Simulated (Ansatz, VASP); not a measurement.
**Two plane-wave programs on Si**

INCAR

```
ALGO = Normal
EDIFF = 1E-6
EDIFFG = -0.005
ENCUT = 600
GGA = PS
IBRION = 2
ISIF = 3
ISMEAR = 0
LASPH = T
LCHARG = F
LREAL = F
LWAVE = F
NELM = 80
NSW = 100
PREC = Accurate
SIGMA = 0.02
```

Contents of KPOINTS:

```
k-points
0
Gamma
  12 12 12
```

File POSCAR:

```
Si
1.0
    0.0000000000      2.7169171022      2.7169171022
    2.7169171022      0.0000000000      2.7169171022
    2.7169171022      2.7169171022      0.0000000000
Si
2
Direct
    0.7500000000      0.7500000000      0.7500000000
    0.5000000000      0.5000000000      0.5000000000
```

Input for Ansatz:

```yaml
crystal:
  lattice:
    - [0.0, 2.7169171022, 2.7169171022]
    - [2.7169171022, 0.0, 2.7169171022]
    - [2.7169171022, 2.7169171022, 0.0]
  atoms:
    - { symbol: Si, position: [0.75, 0.75, 0.75] }
    - { symbol: Si, position: [0.5, 0.5, 0.5] }
basis:
  ecutwfc: 420
kpoints:
  mp_grid: { grid: [12, 12, 12] }
hamiltonian:
  xc: pbesol
scf:
  occupations: { method: gaussian, width: 0.02 }
output:
  forces: true
  stress: true
  eigenvalues: true
relax:
  adjacent_minimum: "off"
  f_tol: 0.005
  max_steps: 80
  cell: { stress_tol: 0.05 }
```

Alike in both runs: task relaxation of cell and atoms; functional PBEsol; k mesh 12 × 12 × 12; occupations gaussian, width 0.02 eV; no spin polarisation.

```csv
,VASP,Ansatz
version,VASP 6.6.1,Ansatz 0.2.0
potentials or method,"VASP PAW PBE potentials, release 64 (Si)","scalar-relativistic, plane waves, PAW"
plane-wave cutoff (eV),600,420
valence electrons in the cell,8,8
```

VASP gave:

| Item | Value |
| --- | --- |
| gap on the k mesh at the Fermi level, each at its own relaxed structure (eV) | 0.46 |
| relaxed volume (Å³/atom) | 20.08 |
| relaxed cell length with the largest relative difference (Å) | 3.844 |

Problem. Which values does Ansatz return?

Solution. gap on the k mesh at the Fermi level, each at its own relaxed structure (eV): 0.46; relaxed volume (Å³/atom): 20.06; relaxed cell length with the largest relative difference (Å): 3.842.

Caveats: the PAW data sets were made with another functional, which shifts forces and pressure a little (VASP).
